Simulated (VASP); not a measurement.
Set up this calculation in VASP 6.6.1, as the native input.

```yaml
Task: single point
Functional: HSE06
Potentials_or_basis: VASP PAW PBE potentials, release 64 (Ga_d, N)
Cutoff: 520 eV
k_mesh: 6 × 6 × 6
Occupations: gaussian, width 0.01 eV
Spin: no spin polarisation
Dipole_correction: no
Exchange_at_q_=_0: truncated
Grid_for_exact_exchange_PRECFOCK: Normal
Screening_parameter: 0.2079 1/A
Further_INCAR_settings: ALGO = Normal; EDIFF = 1e-06; NBANDS = 16
```

Crystal: GaN.

```
Ga N
1.0
     0.00000    2.24906    2.24906
     2.24906    0.00000    2.24906
     2.24906    2.24906    0.00000
Ga N
1 1
Direct
  0.00000 0.00000 0.00000
  0.25000 0.25000 0.25000
```

The cell was built by a generator and isn't the measured one.

These files were run (other wordings do the same):

POSCAR

```
GaN
1.0
    0.0000000000      2.2490575023      2.2490575023
    2.2490575023      0.0000000000      2.2490575023
    2.2490575023      2.2490575023      0.0000000000
Ga N
1 1
Direct
    0.0000000000      0.0000000000      0.0000000000
    0.2500000000      0.2500000000      0.2500000000
```

INCAR.step1

```
SYSTEM = GaN
PREC = Accurate
ENCUT = 520
EDIFF = 1E-5
ISMEAR = 0
SIGMA = 0.01
LREAL = .False.
LASPH = .True.
NELM = 100
ALGO = Normal
ISIF = 2
LWAVE = .True.
LCHARG = .False.
NBANDS = 16
GGA = PE
```

INCAR.step2

```
SYSTEM = GaN
PREC = Accurate
ENCUT = 520
EDIFF = 1E-6
ISMEAR = 0
SIGMA = 0.01
LREAL = .False.
LASPH = .True.
NELM = 100
ALGO = Normal
ISIF = 2
LWAVE = .False.
LCHARG = .False.
GGA = PE
LHFCALC = .True.
HFSCREEN = 0.2079
PRECFOCK = Normal
NBANDS = 16
ISTART = 1
```

KPOINTS

```
Automatic mesh
0
Gamma
  6 6 6
  0 0 0
```

Potentials or basis: VASP PAW PBE potentials, release 64 (Ga_d, N).

Launch:

```bash
$ cat potpaw_PBE.64/Ga_d/POTCAR potpaw_PBE.64/N/POTCAR > POTCAR
$ cp INCAR.step1 INCAR
$ mpirun -np 1 vasp_std > vasp.out
$ cp INCAR.step2 INCAR
$ mpirun -np 1 vasp_std > vasp.out
```

It gave:

```yaml
Pressure: -0.1 GPa
Band_gap_on_the_k_mesh: 3.02 eV, direct
```

Caveat: the PAW data sets were made with another functional, which shifts forces and pressure a little.

Run time: 20 min on 1 thread of Intel(R) Xeon(R) Platinum 8488C (Sapphire Rapids), with other jobs on the host, peak memory 0.25 GiB.
